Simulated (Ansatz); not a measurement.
# B: the cost of one run

Program: Ansatz 0.2.0. Level of theory: DFT PBE, scalar-relativistic, plane waves, PAW. These are calculated values, not measurements.

## 1. The starting structure

The structure is trigonal, space group P3_121 (No. 152). Conventional cell: a = 2.791 Å, b = 2.791 Å, c = 3.167 Å, α = 90.00°, β = 90.00°, γ = 120.00°. Around B (site symmetry 2) lie 2 B at 1.52 Å.

As a file:

```
B
1.0
     2.79125    0.00000    0.00000
    -1.39562    2.41729    0.00000
     0.00000    0.00000    3.16676
B
3
Direct
  0.22540 0.00000 0.33333
  0.00000 0.22540 0.66667
  0.77460 0.77460 0.00000
```

This is candidate A: trigonal selenium type (P3_121, No. 152).

(A quick probe on a coarse mesh, which set the mesh and smearing, is not shown.)

## 3. A loose first relaxation (candidate A)

input.yaml reads:

```yaml
crystal:
  lattice:
    - [2.791248457, 0.0, 0.0]
    - [-1.3956242285, 2.417292072, 0.0]
    - [0.0, 0.0, 3.1667648111]
  atoms:
    - { symbol: B, position: [0.2254, 0.0, 0.3333333333] }
    - { symbol: B, position: [0.0, 0.2254, 0.6666666667] }
    - { symbol: B, position: [0.7746, 0.7746, 0.0] }
basis:
  ecutwfc: 420
kpoints:
  mp_grid: { grid: [9, 9, 6] }
hamiltonian:
  xc: pbe
scf:
  occupations: { method: gaussian, width: 0.1 }
  lower_state_search: "off"
output:
  forces: true
  stress: true
  eigenvalues: true
relax:
  adjacent_minimum: "off"
  f_tol: 0.04
  max_steps: 70
  cell: { stress_tol: 0.4 }
```

Q: Estimate wall time and peak memory on 1 thread of an Arm CPU, shared host.

About 16 s, with a peak of 0.29 GiB.
